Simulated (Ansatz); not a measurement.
Space group P4_2/nmc:1 (No. 137). a = 3.621 Å, b = 3.621 Å, c = 5.282 Å, α = 90.00°, β = 90.00°, γ = 90.00°
| atom | site | symmetry | x | y | z |
| --- | --- | --- | --- | --- | --- |
| Zr | 2a | -4m2 | 0.0000 | 0.0000 | 0.0000 |
| O | 4d | 2mm. | 0.0000 | 0.5000 | 0.1928 |

Equation of state of this ZrO2 structure (not necessarily the ground state), with shape and atoms relaxed at each volume where symmetry leaves them free. Theory: DFT PBE, scalar-relativistic, plane waves, PAW in Ansatz 0.2.0.

Cutoff 420 eV; k points 6×6×6 on the computed 6-atom cell (Γ-centred); Gaussian smearing, width 0.02 eV; no spin polarisation.

```
V (Å³/atom) E − E(largest V) (meV/atom) P (GPa) gap on mesh (eV)
     10.159                        65.25    28.97              3.94
     10.505                        13.18    19.49              4.02
     10.851                       -20.19    11.66              4.06
     11.198                       -38.22     5.25              4.08
     11.544                       -43.73     0.01              4.06
     11.890                       -39.07    -4.18              4.04
     12.237                       -26.36    -7.48              4.04
     12.698                         0.00   -10.62              4.06
```

Fit a third-order Birch–Murnaghan equation to E(V).

V0 = 11.55 Å³/atom, B0 = 154 GPa, B0' = 6.2.

This form isn't the usual stable structure of the compound.